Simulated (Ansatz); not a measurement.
Bi in Ansatz: the effect of functional

Bi:

```
Bi
1.0
     2.31197    1.33482    4.01524
    -2.31197    1.33482    4.01524
     0.00000   -2.66964    4.01524
Bi
2
Direct
  0.76600 0.76600 0.76600
  0.23400 0.23400 0.23400
```

The cell isn't the ideal one: volume scaled by 1.06.

Alike in all runs:

```yaml
Program: Ansatz 0.2.0
Task: single point
Potentials_or_basis: Ansatz PAW
k_mesh: 7 × 7 × 7
Occupations: fermi-dirac, width 0.05 eV
Spin: no spin polarisation
```

| functional | cutoff | gap on the mesh (eV) | pressure (GPa) | largest force (eV/Å) |
| --- | --- | --- | --- | --- |
| LDA | 420 eV (not typed: the program's choice for these potentials) | ? | ? | ? |
| PBEsol | 420 eV (not typed: the program's choice for these potentials) | 0.24 | -2.8 | 0.12 |
| r2SCAN | 500 eV (not typed: the program's choice for these potentials) | 0.26 | -1.5 | 0.24 |

Problem. What does the run with functional LDA give?

Solution. gap on the mesh 0.24 eV; pressure -3.9 GPa; largest force 0.19 eV/Å.

Caveats: odd divisions of the mesh miss points on the zone boundary, where band edges often lie, so the gap on the mesh can be too wide; spin-orbit coupling is left out, which as a rule narrows the gap of such compounds by several tenths of an eV; the PAW data sets come from PBE, with cores solved anew for the run's functional, which leaves a small shift of forces and pressure.

A k mesh can miss the band edges.

Runs at the PBE level aren't shown here.
